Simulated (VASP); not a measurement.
# KF (P4/mmm) in VASP: a series of runs

One crystal, KF, is run at these levels: PBE; tasks: single point.

Everything below comes from runs of VASP 6.6.1. Logs are shortened: lines on timing, memory, paths and dates and some standing lists are left out, and cuts for length are marked.

## 1. The cell of the first run

It takes space group P4/mmm (No. 123, tetragonal). The conventional cell has a = 3.259 Å, b = 3.259 Å, c = 3.161 Å, α = 90.00°, β = 90.00°, γ = 90.00°. K (site symmetry 4/mmm) is surrounded by 8 F at 2.79 Å and 2 K at 3.16 Å. F (site symmetry 4/mmm) is surrounded by 8 K at 2.79 Å and 2 F at 3.16 Å.

The cell comes from a database or a generator and needn't be the stable form of this composition.

## 2. Single point, PBE (strain -0.0300 x Voigt [1, 0, 0, 0, 0, 0], atoms carried along)

Input file INCAR:

```
  PREC = Accurate
  ENCUT = 520
  EDIFF = 1E-6
  ISMEAR = 0
  SIGMA = 0.05
  LREAL = F
  LASPH = T
  NELM = 100
  ALGO = Normal
  ISIF = 2
  LWAVE = F
  LCHARG = F
  GGA = PE
  NBANDS = 15
```

Input file KPOINTS:

```
regular mesh
0
Gamma
  8 8 8
```

Input file POSCAR:

```
KF
1.0
    3.1611863500      0.0000000000      0.0000000000
    0.0000000000      3.2589550000      0.0000000000
    0.0000000000      0.0000000000      3.2589550000
K F
1 1
Direct
    0.0000000000      0.0000000000      0.0000000000
    0.5000000000      0.5000000000      0.5000000000
```

Potentials or basis: VASP PAW PBE potentials, release 64 (K_sv, F).

Run with:

```console
cat potpaw_PBE.64/K_sv/POTCAR potpaw_PBE.64/F/POTCAR > POTCAR
mpirun -np 1 vasp_std > vasp.out
```

OUTCAR:

```text
PREC = Accurate
   ENCUT = 520
   EDIFF = 1E-6
   ISMEAR = 0
   LREAL = F
   LASPH = T
   NELM = 100
   ISIF = 2
   GGA = PE

 ion  position               nearest neighbor table
   1  0.000  0.000  0.000-   2 2.79   2 2.79   2 2.79   2 2.79   2 2.79   2 2.79   2 2.79   2 2.79

   2  0.500  0.500  0.500-   1 2.79   1 2.79   1 2.79   1 2.79   1 2.79   1 2.79   1 2.79   1 2.79

  LATTYP: Found a simple tetragonal cell.
 ALAT       =     3.2589550000
 C/A-ratio  =     0.9700000000

  Lattice vectors:

 A1 = (   0.0000000000,   3.2589550000,   0.0000000000)
 A2 = (   0.0000000000,   0.0000000000,   3.2589550000)
 A3 = (   3.1611863500,   0.0000000000,   0.0000000000)

Analysis of symmetry for initial positions (statically):
=====================================================================
 Subroutine PRICEL returns:
 Original cell was already a primitive cell.

 Routine SETGRP: Setting up the symmetry group for a
 simple tetragonal supercell.

 Subroutine GETGRP returns: Found 16 space group operations
 (whereof 16 operations were pure point group operations)
 out of a pool of 16 trial point group operations.

The static configuration has the point symmetry D_4h.

Analysis of symmetry for dynamics (positions and initial velocities):
=====================================================================
 Subroutine PRICEL returns:
 Original cell was already a primitive cell.

 Routine SETGRP: Setting up the symmetry group for a
 simple tetragonal supercell.

 Subroutine GETGRP returns: Found 16 space group operations
 (whereof 16 operations were pure point group operations)
 out of a pool of 16 trial point group operations.

The dynamic configuration has the point symmetry D_4h.

 Subroutine INISYM returns: Found 16 space group operations
 (whereof 16 operations are pure point group operations),
 and found     1 'primitive' translations

----------------------------------------------------------------------------------------

                                     Primitive cell

  volume of cell :      33.5743

  direct lattice vectors                    reciprocal lattice vectors
     3.161186350  0.000000000  0.000000000     0.316336935  0.000000000  0.000000000
     0.000000000  3.258955000  0.000000000     0.000000000  0.306846827  0.000000000
     0.000000000  0.000000000  3.258955000     0.000000000  0.000000000  0.306846827

  length of vectors
     3.161186350  3.258955000  3.258955000     0.316336935  0.306846827  0.306846827

  position of ions in fractional coordinates (direct lattice)
     0.000000000  0.000000000  0.000000000
     0.500000000  0.500000000  0.500000000

  ion indices of the primitive-cell ions
   primitive index   ion index
                 1           1
                 2           2

----------------------------------------------------------------------------------------

 KPOINTS: regular mesh

Automatic generation of k-mesh.
 Grid dimensions read from file:
 generate k-points for:    8    8    8

 Generating k-lattice:

  Cartesian coordinates                     Fractional coordinates (reciprocal lattice)
     0.039542117  0.000000000  0.000000000     0.125000000  0.000000000  0.000000000
     0.000000000  0.038355853  0.000000000     0.000000000  0.125000000  0.000000000
     0.000000000  0.000000000  0.038355853     0.000000000  0.000000000  0.125000000

  Length of vectors
     0.039542117  0.038355853  0.038355853

  Shift w.r.t. Gamma in fractional coordinates (k-lattice)
     0.000000000  0.000000000  0.000000000

 Subroutine IBZKPT returns following result:
 ===========================================

 Found     75 irreducible k-points:

 Following reciprocal coordinates:
            Coordinates               Weight
  0.000000  0.000000  0.000000      1.000000
  0.125000  0.000000  0.000000      2.000000
  0.250000  0.000000  0.000000      2.000000
  0.375000  0.000000  0.000000      2.000000
  0.500000  0.000000  0.000000      1.000000
  0.000000  0.125000  0.000000      4.000000
[... 16 lines left out ...]
  0.250000  0.500000  0.000000      4.000000
  0.375000  0.500000  0.000000      4.000000
 [... further k-points ...]
   k-points           NKPTS =     75   k-points in BZ     NKDIM =     75   number of bands    NBANDS=     15
   number of dos      NEDOS =    301   number of ions     NIONS =      2
   total plane-waves  NPLWV =  13824
   dimension x,y,z NGX =    24 NGY =   24 NGZ =   24
   dimension x,y,z NGXF=    48 NGYF=   48 NGZF=   48
   ions per type =               1   1
   NGX,Y,Z   is equivalent  to a cutoff of  12.62, 12.24, 12.24 a.u.
   NGXF,Y,Z  is equivalent  to a cutoff of  25.24, 24.49, 24.49 a.u.
 SYSTEM =  unknown system
   PREC   = accura    normal or accurate (medium, high low for compatibility)
   ISTART =      0    job   : 0-new  1-cont  2-samecut
   ICHARG =      2    charge: 1-file 2-atom 10-const
   ISPIN  =      1    spin polarized calculation?
   LNONCOLLINEAR =      F non collinear calculations
   LSORBIT =      F    spin-orbit coupling
   LASPH  =      T    aspherical Exc in radial PAW
   ENCUT  =  520.0 eV  38.22 Ry    6.18 a.u.   5.88  6.06  6.06*2*pi/ulx,y,z
   NELM   =    100;   NELMIN=  2; NELMDL= -5     # of ELM steps
   EDIFF  = 0.1E-05   stopping-criterion for ELM
   LREAL  =      F    real-space projection
   EDIFFG = 0.1E-04   stopping-criterion for IOM
   NSW    =      0    number of steps for IOM
   IBRION =     -1    ionic relax: 0-MD 1-quasi-New 2-CG
   NFREE  =      0    steps in history (QN), initial steepest desc. (CG)
   ISIF   =      2    stress and relaxation
   ISYM   =      2    0-nonsym 1-usesym 2-fastsym
   POTIM  = 0.5000    time-step for ionic-motion
   TEBEG  =    0.0;   TEEND  =   0.0 temperature during run
   PSTRESS=    0.0 pullay stress
   NELECT =      16.0000    total number of electrons
   NUPDOWN=      -1.0000    fix difference up-down
   EMIN   =  10.00;   EMAX   =-10.00  energy-range for DOS
   EFERMI =   0.00;   METHOD = LEGACY
   ISMEAR =     0;   SIGMA  =   0.05  broadening in eV -4-tet -1-fermi 0-gaus
   EFERMI_NEDOS =   21; number of points for ismear=-14 and -15
   IALGO  =     38    algorithm
   IMIX   =      4    mixing-type and parameters
     AMIX     =   0.40;   BMIX     =  1.00
     AMIX_MAG =   1.60;   BMIX_MAG =  1.00
  volume/ion in A,a.u.               =      16.79       113.29
  Fermi-wavevector in a.u.,A,eV,Ry     =   1.278731  2.416451 22.247609  1.635153
  Thomas-Fermi vector in A             =   2.411257
   LORBIT       =      0    0 simple, 1 ext, 2 COOP (PROOUT), +10 PAW based schemes
   GGA     = PE    functional components
   LHFCALC =     F    Hartree Fock is set to
   AEXX    =    0.0000 exact exchange contribution
   IVDW    =     0    specifies the selected vdW correction
   LEPSILON=     F    determine dielectric tensor
   LRPA    =     F    only Hartree local field effects (RPA)
 non-spin polarized calculation
 Gauss-broadening in eV      SIGMA  =   0.05
  energy-cutoff  :      520.00
  volume of cell :       33.57
 maximum number of plane-waves:       920
 NGX is ok and might be reduce to    24
   NGX = 11   NGY = 13   NGZ = 13

 number of electron      15.9999995 magnetization

 Free energy of the ion-electron system (eV)
  ---------------------------------------------------
  ext. energy  EPLUGINS =         0.00000000
  ---------------------------------------------------
  free energy    TOTEN  =        -8.08300174 eV

  energy without entropy =       -8.08300174  energy(sigma->0) =       -8.08300174

 E-fermi :  -1.6585     XC(G=0):  -9.1726

 val. band max:       -1.8658283662   @ k =   0.0000   0.5000   0.5000
 cond. band min:       4.5268044210   @ k =   0.0000   0.0000   0.0000
 fundamental gap:      6.3926327872
 Fermi energy:        -1.6585237759

 k-point     1 :       0.0000    0.0000    0.0000
  band No.  band energies     occupation
      1     -28.8996      2.00000
      2     -20.8620      2.00000
      3     -11.9181      2.00000
      4     -11.9181      2.00000
      5     -11.8337      2.00000
      6      -2.0176      2.00000
      7      -2.0176      2.00000
      8      -1.9090      2.00000
      9       4.5268      0.00000
     10       6.3464      0.00000
     11       6.4192      0.00000
     12      11.9221      0.00000
     13      12.1384      0.00000
     14      12.1384      0.00000
     15      19.1906      0.00000

 k-point     2 :       0.1250    0.0000    0.0000
  band No.  band energies     occupation
      1     -28.8758      2.00000
      2     -20.8641      2.00000
      3     -11.9723      2.00000
      4     -11.8976      2.00000
      5     -11.8976      2.00000
      6      -2.1350      2.00000
      7      -2.0336      2.00000
      8      -2.0336      2.00000
      9       4.9706      0.00000
     10       6.4827      0.00000
     11       6.8160      0.00000
     12      11.8096      0.00000
     13      11.8096      0.00000
     14      11.9798      0.00000
     15      18.4320      0.00000

 k-point     3 :       0.2500    0.0000    0.0000
  band No.  band energies     occupation
      1     -28.8175      2.00000
      2     -20.8710      2.00000
      3     -12.2897      2.00000
      4     -11.8475      2.00000
      5     -11.8475      2.00000
      6      -2.6193      2.00000
      7      -2.0742      2.00000
      8      -2.0742      2.00000
      9       6.0475      0.00000
     10       6.8483      0.00000
     11       7.8284      0.00000
     12      11.1511      0.00000
     13      11.1511      0.00000
     14      12.1243      0.00000
     15      16.8787      0.00000
[... 343 lines left out ...]
 k-point    23 :       0.2500    0.5000    0.0000
  band No.  band energies     occupation
      1     -28.7007      2.00000
      2     -20.8369      2.00000
      3     -12.6081      2.00000
      4     -12.2996      2.00000
      5     -11.7491      2.00000
      6      -2.8501      2.00000
      7      -2.3210      2.00000
      8      -2.0661      2.00000
      9       7.3709      0.00000
     10       7.5732      0.00000
     11       9.2927      0.00000
     12      10.3400      0.00000
     13      10.8767      0.00000
     14      11.8214      0.00000
     15      14.7255      0.00000

 k-point    24 :       0.3750    0.5000    0.0000
  band No.  band energies     occupation
      1     -28.6506      2.00000
      2     -20.7843      2.00000
      3     -12.6705      2.00000
      4     -12.6418      2.00000
      5     -11.7114      2.00000
      6      -2.6276      2.00000
      7      -2.5110      2.00000
      8      -1.9962      2.00000
      9       6.7964      0.00000
     10       7.2506      0.00000
     11      10.0971      0.00000
     12      10.1315      0.00000
     13      11.2357      0.00000
     14      12.5030      0.00000
     15      14.3936      0.00000

 [... further k-points ...]

------------------------ aborting loop because EDIFF is reached ----------------------------------------

  FORCE on cell =-STRESS in cart. coord.  units (eV):
  Direction    XX          YY          ZZ          XY          YZ          ZX
  --------------------------------------------------------------------------------------
  -------------------------------------------------------------------------------------
  Total        0.6056468      0.0408797      0.0408797      0.0000000      0.0000000      0.0000000
  in kB       28.9016851      1.9507928      1.9507928      0.0000000      0.0000000      0.0000000
  external PRESSURE =      10.9344236 kB  Pullay stress =       0.0000000 kB

 VOLUME and BASIS-vectors are now :
 -----------------------------------------------------------------------------
  energy-cutoff  :      520.00
  volume of cell :       33.57
      direct lattice vectors                 reciprocal lattice vectors
     3.161186350  0.000000000  0.000000000     0.316336935  0.000000000  0.000000000
     0.000000000  3.258955000  0.000000000     0.000000000  0.306846827  0.000000000
     0.000000000  0.000000000  3.258955000     0.000000000  0.000000000  0.306846827

 POSITION                                       TOTAL-FORCE (eV/Angst)
 -----------------------------------------------------------------------------------
      0.00000      0.00000      0.00000         0.000000      0.000000      0.000000
      1.58059      1.62948      1.62948         0.000000      0.000000      0.000000
 -----------------------------------------------------------------------------------
    total drift:                                0.000000      0.000000     -0.000000

  FREE ENERGIE OF THE ION-ELECTRON SYSTEM (eV)
  ---------------------------------------------------
  free  energy   TOTEN  =        -8.0830017420 eV

  energy  without entropy=       -8.0830017420  energy(sigma->0) =       -8.08300174
```

Wall time 13 s (1 thread of AMD EPYC 9R45 (Zen 5), shared host); peak memory 0.13 GiB.

Results:

- Free energy: -8.0830 eV
- Pressure: 1.1 GPa
- Band gap on the k mesh: 6.39 eV, indirect (least direct gap 6.44 eV)

Stress tensor (GPa, compression positive):
```
2.89 0.00 0.00
0.00 0.20 0.00
0.00 0.00 0.20
```

## 3. Single point, PBE (strain -0.0400 x Voigt [1, 0, 0, 0, 0, 0], atoms carried along)

Input file INCAR:

```
SYSTEM = KF
PREC = Accurate
ENCUT = 520
EDIFF = 1E-7
ISMEAR = 0
SIGMA = 0.05
LREAL = .FALSE.
LASPH = .TRUE.
NELM = 100
ALGO = Fast
ISIF = 2
LWAVE = .FALSE.
LCHARG = .FALSE.
GGA = PE
NBANDS = 15
```

Input file KPOINTS:

```
Automatic mesh
0
G
  8 8 8
  0 0 0
```

POSCAR, as its differences from that of step 2:

```diff
@@ -2,3 +2,3 @@
 1.0
-    3.1611863500      0.0000000000      0.0000000000
+    3.1285968000      0.0000000000      0.0000000000
     0.0000000000      3.2589550000      0.0000000000
```

Potentials or basis: VASP PAW PBE potentials, release 64 (K_sv, F).

Run with:

```console
cat potpaw_PBE.64/K_sv/POTCAR potpaw_PBE.64/F/POTCAR > POTCAR
mpirun -np 1 vasp_std > vasp.out
```

Run time: 22 s. Hardware: 1 thread of AMD EPYC 9R45 (Zen 5), shared host; peak memory 0.13 GiB.

The run converged. Its results:

* Free energy: -8.0751 eV
* Pressure: 1.5 GPa
* Band gap on the k mesh: 6.44 eV, indirect (least direct gap 6.48 eV)

Stress tensor (GPa, compression positive):
```
3.97 0.00 0.00
0.00 0.30 0.00
0.00 0.00 0.30
```

Levels at points of the mesh, in eV from the valence-band top:
```csv
k point,band 6,band 7,band 8,band 9,band 10,band 11
"(0.00, 0.00, 0.00)",-0.19,-0.19,-0.04,6.44,8.18,8.28
"(0.50, 0.00, 0.00)",-1.39,-0.31,-0.31,9.39,9.75,11.30
"(0.00, 0.50, 0.00)",-1.37,-0.35,-0.15,9.16,9.44,11.10
"(0.50, 0.50, 0.00)",-0.76,-0.70,-0.14,8.35,9.09,11.61
"(0.00, 0.50, 0.50)",-0.71,-0.71,0.00,8.70,8.88,12.23
"(0.50, 0.50, 0.50)",-1.22,-1.19,-1.19,10.35,10.35,10.81
```

A k mesh can miss the band edges.
